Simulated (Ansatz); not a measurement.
Ta, space group Fm-3m, a phonon calculation by finite displacements

With the Ansatz DFT code, driven from Python.

Run as a notebook:

**Cell 1**
```python
from pathlib import Path
import warnings

import ansatz as az
import numpy as np
```

**Cell 2**
```python
warnings.simplefilter("ignore", az.DeckWarning)
```

**Cell 3**
```python
vectors = np.array([
    [0.0, 2.11, 2.11],
    [2.11, 0.0, 2.11],
    [2.11, 2.11, 0.0],
])
ta = az.Lattice.of(vectors).atom("Ta", (0.0, 0.0, 0.0))
path = [
    ("K", (0.375, 0.375, 0.75)),
    ("G", (0.0, 0.0, 0.0)),
    ("L", (0.5, 0.5, 0.5)),
    ("W", (0.5, 0.25, 0.75)),
    ("X", (0.5, 0.0, 0.5)),
]
```

**Cell 4**
```python
job = (
    ta.calculation()
    .basis(450)
    .occupations("gaussian", width=0.15)
    .kpoints(12, 12, 12)
    .phonons("fd", supercell=2, path=[q for _, q in path], intervals=6)
)
done = job.run(runs_dir="phonon_runs")
folder = Path(done.output_folder) / "results"
ph = done.phonons
```
Output:
```text
RunWarning: on the 26×26×26 q-mesh 31 entries of the irreducible table, 5.121e-2 modes per cell, the lowest at -25.50 cm⁻¹, stand at or below zero and are read as no rigid motion or as one in doubt: the zero-point energy, F, S and C_V leave that weight out. [...]
```

**Cell 5**
```python
for mode, w in enumerate(ph.gamma_omega_inv_cm, start=1):
    print(f"Gamma mode {mode:2d}: {w:8.1f} 1/cm  {w / 33.35641:7.3f} THz")
print(f"{ph.n_members} displaced supercells, sum-rule residual {ph.asr_residual_pre_ev_ang2:.1e} eV/A^2")
table = np.loadtxt(folder / "phbands.tsv", comments="#")
n_modes = len(ph.gamma_omega_inv_cm)
omega = table[:, 1 : 1 + n_modes]
for i, (label, _) in enumerate(path):
    print(f"{label:3s}", " ".join(f"{v:7.1f}" for v in omega[min(i * 6, len(omega) - 1)]))
print(f"lowest {omega.min():.1f}, highest {omega.max():.1f} 1/cm on the path;", "unstable" if omega.min() < -10 else "no imaginary branch")
```
Output:
```text
Gamma mode  1:      0.0 1/cm    0.000 THz
Gamma mode  2:      0.0 1/cm    0.000 THz
Gamma mode  3:      0.0 1/cm    0.000 THz
1 displaced supercells, sum-rule residual 7.2e-05 eV/A^2
K      90.1   139.2   145.3
G       0.0     0.0     0.0
L      37.1    37.1   187.3
W     111.7   136.3   136.3
X     111.3   111.3   156.9
lowest -25.3, highest 187.3 1/cm on the path; unstable
```

Spin is left out of this run. The cell isn't relaxed first, so the values belong to this volume. For a metal this k-point mesh is coarse: on a finer one energies can move by several to tens of meV an atom and pressures by half a GPa or more, differences at one mesh by less. Spin-orbit coupling, which matters for elements this heavy, is left out. No functional is typed, so the default, PBE, holds. Some modes are imaginary (printed negative) at these settings, from an unstable structure or from unconverged force constants, so sums over modes carry no meaning. This isn't the structure that Ta takes at ambient conditions. Warnings are shown shortened and without file and line. The structure is taken as given and the supercell is small; imaginary modes can come from an unrelaxed or unstable start. Phonons of metals also depend on mesh and smearing. The script silences the warnings on its input, which a real study should read. Run time: 29 s on 1 thread of Arm Neoverse V1 (shared host), peak memory 0.67 GiB.
